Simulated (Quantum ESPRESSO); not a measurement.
# BP (F-43m) in Quantum ESPRESSO: a series of runs, part 2 of 2

Quantum ESPRESSO 7.5. The steps go on from the part before.

## (3) Phonons, rev-vdW-DF2

Input file pw.in:

```
&CONTROL
  calculation = 'scf'
  prefix = 'pwscf'
  outdir = './tmp'
  pseudo_dir = './pseudo'
  tprnfor = .true.
  tstress = .true.
  disk_io = 'low'
/
&SYSTEM
  ibrav = 0
  nat = 2
  ntyp = 2
  ecutwfc = 76
  nbnd = 9
  input_dft = 'vdw-df2-b86r'
  occupations = 'smearing'
  smearing = 'fd'
  degauss = 0.00367493
/
&ELECTRONS
  conv_thr = 4d-10
  electron_maxstep = 120
  mixing_beta = 0.5
/
ATOMIC_SPECIES
P     30.9738 P.upf
B     10.8100 B.upf
CELL_PARAMETERS angstrom
   0.0000000000    2.2690000000    2.2690000000
   2.2690000000    0.0000000000    2.2690000000
   2.2690000000    2.2690000000    0.0000000000
ATOMIC_POSITIONS crystal
P      0.7500000000    0.7500000000    0.7500000000
B      0.0000000000    0.0000000000    0.0000000000
K_POINTS automatic
8 8 8 1 1 1
```

Input file relax.in:

```
&CONTROL
  calculation = 'vc-relax'
  prefix = 'pwscf'
  outdir = './tmp'
  pseudo_dir = './pseudo'
  tprnfor = .true.
  tstress = .true.
  disk_io = 'low'
  nstep = 40
  forc_conv_thr = 0.0001
  etot_conv_thr = 1d-06
/
&SYSTEM
  ibrav = 0
  nat = 2
  ntyp = 2
  ecutwfc = 76
  nbnd = 9
  input_dft = 'vdw-df2-b86r'
  occupations = 'smearing'
  smearing = 'fd'
  degauss = 0.00367493
/
&ELECTRONS
  conv_thr = 4d-10
  electron_maxstep = 120
  mixing_beta = 0.5
/
&IONS
  ion_dynamics = 'bfgs'
/
&CELL
  cell_dynamics = 'bfgs'
  press = 0
  press_conv_thr = 0.2
/
ATOMIC_SPECIES
P     30.9738 P.upf
B     10.8100 B.upf
CELL_PARAMETERS angstrom
   0.0000000000    2.2690000000    2.2690000000
   2.2690000000    0.0000000000    2.2690000000
   2.2690000000    2.2690000000    0.0000000000
ATOMIC_POSITIONS crystal
P      0.7500000000    0.7500000000    0.7500000000
B      0.0000000000    0.0000000000    0.0000000000
K_POINTS automatic
8 8 8 1 1 1
```

Input file scf2.in:

```
&CONTROL
  calculation = 'scf'
  prefix = 'pwscf'
  outdir = './tmp'
  pseudo_dir = './pseudo'
  tprnfor = .true.
  tstress = .true.
  disk_io = 'low'
/
&SYSTEM
  ibrav = 0
  nat = 2
  ntyp = 2
  ecutwfc = 76
  nbnd = 9
  input_dft = 'vdw-df2-b86r'
  occupations = 'fixed'
/
&ELECTRONS
  conv_thr = 1d-13
  electron_maxstep = 120
  mixing_beta = 0.5
  startingpot = 'file'
  startingwfc = 'file'
/
ATOMIC_SPECIES
P     30.9738 P.upf
B     10.8100 B.upf
CELL_PARAMETERS angstrom
   0.0000000000    2.2729708659    2.2729708659
   2.2729708659    0.0000000000    2.2729708659
   2.2729708659    2.2729708659    0.0000000000
ATOMIC_POSITIONS crystal
P      0.7500000000    0.7500000000    0.7500000000
B      0.0000000000    0.0000000000    0.0000000000
K_POINTS automatic
8 8 8 1 1 1
```

Input file ph.in:

```
phonons of BP
&INPUTPH
  prefix = 'pwscf'
  outdir = './tmp'
  tr2_ph = 1d-16
  fildyn = 'dyn'
  niter_ph = 60
  alpha_mix(1) = 0.7
  epsil = .true.
/
0.0000000000 0.0000000000 0.0000000000
```

Input file dynmat.in:

```
&INPUT
  fildyn = 'dyn'
  asr = 'crystal'
  lperm = .true.
  filout = 'dynmat.disp'
  fileig = 'dynmat.eig'
/
```

Input file dynmat_lo.in:

```
&INPUT
  fildyn = 'dyn'
  asr = 'crystal'
  filout = 'dynmat_lo.disp'
  fileig = 'dynmat_lo.eig'
  q(1) = 0
  q(2) = 0
  q(3) = 1
/
```

Potentials or basis: PseudoDojo 0.4.1 SR PBE standard.

The run is started by

```sh
OMP_NUM_THREADS=1 pw.x -in pw.in > pw.out
OMP_NUM_THREADS=1 pw.x -in relax.in > relax.out
OMP_NUM_THREADS=1 pw.x -in scf2.in > scf2.out
OMP_NUM_THREADS=1 ph.x -in ph.in > ph.out
OMP_NUM_THREADS=1 dynmat.x -in dynmat.in > dynmat.out
OMP_NUM_THREADS=1 dynmat.x -in dynmat_lo.in > dynmat_lo.out
```

pw.out:

```text
This program is part of the open-source Quantum ESPRESSO suite
     for quantum simulation of materials; please cite
         "P. Giannozzi et al., J. Phys.:Condens. Matter 21 395502 (2009);
         "P. Giannozzi et al., J. Phys.:Condens. Matter 29 465901 (2017);
         "P. Giannozzi et al., J. Chem. Phys. 152 154105 (2020);
     in publications or presentations arising from this work. More details at

     IMPORTANT: XC functional enforced from input :
     Exchange-correlation= VDW-DF2-B86R
                           (   1   4  26   0   2   0   0)
     Any further DFT definition will be discarded
     Please, verify this is what you really want

     Message from routine setup:
     using ibrav=0 with symmetry is DISCOURAGED, use correct ibrav instead

     G-vector sticks info
     --------------------
     sticks:   dense  smooth     PW     G-vecs:    dense   smooth      PW
     Sum         769     769    241                14163    14163    2445

     Using Slab Decomposition

     bravais-lattice index     =            0
     lattice parameter (alat)  =       6.0638  a.u.
     unit-cell volume          =     157.6631 (a.u.)^3
     number of atoms/cell      =            2
     number of atomic types    =            2
     number of electrons       =         8.00
     number of Kohn-Sham states=            9
     kinetic-energy cutoff     =      76.0000  Ry
     charge density cutoff     =     304.0000  Ry
     scf convergence threshold =      4.0E-10
     mixing beta               =       0.5000
     number of iterations used =            8  plain     mixing
     Exchange-correlation= VDW-DF2-B86R
                           (   1   4  26   0   2   0   0)

     celldm(1)=   6.063849  celldm(2)=   0.000000  celldm(3)=   0.000000
     celldm(4)=   0.000000  celldm(5)=   0.000000  celldm(6)=   0.000000

     crystal axes: (cart. coord. in units of alat)
               a(1) = (   0.000000   0.707107   0.707107 )
               a(2) = (   0.707107   0.000000   0.707107 )
               a(3) = (   0.707107   0.707107   0.000000 )

     reciprocal axes: (cart. coord. in units 2 pi/alat)
               b(1) = ( -0.707107  0.707107  0.707107 )
               b(2) = (  0.707107 -0.707107  0.707107 )
[... 110 lines left out ...]
     %                                                                      %
     %   T. Thonhauser et al., PRL 115, 136402 (2015).                      %
     %   T. Thonhauser et al., PRB 76, 125112 (2007).                       %
     %   K. Berland et al., Rep. Prog. Phys. 78, 066501 (2015).             %
     %   D.C. Langreth et al., J. Phys.: Condens. Matter 21, 084203 (2009). %
     %                                                                      %
     % If you are calculating stress with vdW-DF, please also cite:         %
     %                                                                      %
     %   R. Sabatini et al., J. Phys.: Condens. Matter 24, 424209 (2012).   %
     %                                                                      %
     %%%%%%%%%%%%%%%%%%%%%%%%%%%%%%%%%%%%%%%%%%%%%%%%%%%%%%%%%%%%%%%%%%%%%%%%

     %%%%%%%%%%%%%%%%%%%%%%%%%%%%%%%%%%%%%%%%%%%%%%%%%%%%%%%%%%%%%%%%%%%%%%%%
     %                                                                      %
     %  vdW-DF NEWS:                                                        %
     %                                                                      %
     %  * vdW-DF3 is now available. DOI: 10.1021/acs.jctc.0c00471           %
     %    use with input_dft = 'vdW-DF3-opt1' or 'vdW-DF3-opt2'             %
     %                                                                      %
     %  * Unscreened and range-separated hybrid vdW-DF-cx functionals       %
     %    DOI: 10.1063/1.4986522 and 10.1088/1361-648X/ac2ad2               %
     %    use with input_dft = 'vdW-DF-cx0'    and 'vdW-DF-ahcx'            %
     %  * Unscreened and range-separated hybrid vdW-DF2-b86r functionals    %
     %    DOI: 10.1063/1.4986522 and DOI: 10.1103/PhysRevX.12.041003        %
     %    use with input_dft = 'vdW-DF2-br0' and 'vdW-DF2-ahbr'             %
     %                                                                      %
     %%%%%%%%%%%%%%%%%%%%%%%%%%%%%%%%%%%%%%%%%%%%%%%%%%%%%%%%%%%%%%%%%%%%%%%%

     Starting wfcs are    8 randomized atomic wfcs +    1 random wfcs

     Self-consistent Calculation

     iteration #  1     ecut=    76.00 Ry     beta= 0.50
     Davidson diagonalization with overlap
     ethr =  1.00E-02,  avg # of iterations =  5.8

     total energy              =     -19.80483157 Ry
     estimated scf accuracy    <       0.15928656 Ry
[... 43 lines left out ...]
     iteration #  8     ecut=    76.00 Ry     beta= 0.50
     Davidson diagonalization with overlap
     ethr =  1.73E-10,  avg # of iterations =  1.5

     End of self-consistent calculation

          k = 0.0442 0.0442 0.0442 (  1798 PWs)   bands (ev):

    -6.1512   8.6426   9.0922   9.0922  12.8423  12.8423  12.8972  16.8305
    20.9240
[... 293 lines left out ...]
    -2.7089   0.4648   6.1044   7.1247  13.0566  14.7645  14.8014  19.6974
    21.7953

     the Fermi energy is     9.8658 ev

!    total energy              =     -19.82788030 Ry
     estimated scf accuracy    <          2.4E-10 Ry
     smearing contrib. (-TS)   =      -0.00000000 Ry
     internal energy E=F+TS    =     -19.82788030 Ry

     The total energy is F=E-TS. E is the sum of the following terms:
     one-electron contribution =       6.57208849 Ry
     hartree contribution      =       1.26243202 Ry
     xc contribution           =      -6.67916127 Ry
     ewald contribution        =     -20.98323954 Ry

     convergence has been achieved in   8 iterations

     Forces acting on atoms (cartesian axes, Ry/au):

     atom    1 type  1   force =     0.00000000    0.00000000    0.00000000
     atom    2 type  2   force =    -0.00000000   -0.00000000    0.00000000

     Total force =     0.000000     Total SCF correction =     0.000000

     Computing stress (Cartesian axis) and pressure

          total   stress  (Ry/bohr**3)                   (kbar)     P=        8.64
   0.00005874  -0.00000000   0.00000000            8.64       -0.00        0.00
  -0.00000000   0.00005874  -0.00000000           -0.00        8.64       -0.00
   0.00000000  -0.00000000   0.00005874            0.00       -0.00        8.64

=------------------------------------------------------------------------------=
   JOB DONE.
=------------------------------------------------------------------------------=
```

Wall time 9.8 min (1 thread of Arm Neoverse V1, shared host); peak memory 0.13 GiB.

What came out:

- Free energy: -269.7724 eV
- Relaxed volume: 11.74 Å³/atom
- Relaxed cell: a = 3.214 Å, b = 3.214 Å, c = 3.214 Å, α = 60.00°, β = 60.00°, γ = 60.00°
- Space group after relaxing (to 0.05 Å): F-43m (No. 216)
- Pressure after relaxing: 0.0 GPa
- Electronic dielectric tensor (diagonal): 9.12
- Born charges (mean of the diagonal): P +0.48; B -0.48 e
- Highest phonon frequency at Γ, LO-TO splitting left out: 800 cm⁻¹
- Static dielectric tensor (diagonal): 9.22

The path:
```csv
step,energy change (eV),largest force (eV/Å),pressure (GPa),volume (Å³)
1,0.0000,0.0000,0.86,23.36
2,-0.0003,0.0000,0.14,23.47
3,-0.0003,0.0000,0.00,23.49
```

Final structure:
```yaml
crystal:
  lattice:
    - [0.00000, 2.27297, 2.27297]
    - [2.27297, 0.00000, 2.27297]
    - [2.27297, 2.27297, 0.00000]
  atoms:
    - { symbol: P, position: [0.75000, 0.75000, 0.75000] }
    - { symbol: B, position: [0.00000, 0.00000, 0.00000] }
```

Levels at points of the mesh, in eV from the valence-band top:
```
           k point  band 1  band 2  band 3  band 4  band 5  band 6  band 7  band 8
(0.06, 0.06, 0.06)  -15.20   -0.45    0.00    0.00    3.74    3.74    3.79    7.66
```

Phonon frequencies in cm⁻¹ (negative: imaginary):
| q point | frequencies |
| --- | --- |
| (0.000, 0.000, 0.000) | 12 12 12 800 800 800 |

Electronic dielectric tensor:
```
9.12 0.00 0.00
0.00 9.12 0.00
0.00 0.00 9.12
```

Born effective charge tensors (e):
atom 1, P
```
0.48 0.00 0.00
0.00 0.48 0.00
0.00 0.00 0.48
```
atom 2, B
```
-0.48  0.00  0.00
 0.00 -0.48  0.00
 0.00  0.00 -0.48
```

Optical modes at Γ, degenerate ones joined, polar ones without the macroscopic field:
```tsv
cm⁻¹	components	symmetry	active in	IR intensity, summed ((D/Å)²/amu)
800	3	T2	IR and Raman	2.03
```

Zone-centre frequencies without and with the macroscopic field along z (cm⁻¹):
```csv
,optical modes in rising order
without,800 800 800
with the field,800 800 804
```

Static dielectric tensor, electrons and zone-centre modes:
```
9.22 0.00 0.00
0.00 9.22 0.00
0.00 0.00 9.22
```

Caveat: the potentials were made for another functional, which shifts forces and pressure.
